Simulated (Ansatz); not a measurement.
Li (I4/mmm)

Computed with DFT PBE, scalar-relativistic, plane waves, PAW (Ansatz 0.2.0).

Settings: cutoff 420 eV, Γ-centred mesh 26×26×26 on the computed 1-atom cell, Gaussian smearing of 0.10 eV; no spin polarisation.

The structure is relaxed at this level of theory with its symmetry kept, and needn't be the ground state of this composition.

Space group I4/mmm (No. 139), tetragonal, a = 3.037 Å, c = 4.382 Å. Li has 12 Li at 3.04–3.07 Å.

* Volume per atom: 20.21 Å³
* Energy over the standard state (uncorrected): -0.001 eV/atom
* Kohn–Sham band gap: none (metal)
* Density of states at the Fermi level: 0.5 states/eV per cell

The cell was relaxed from a distorted copy of a database structure.
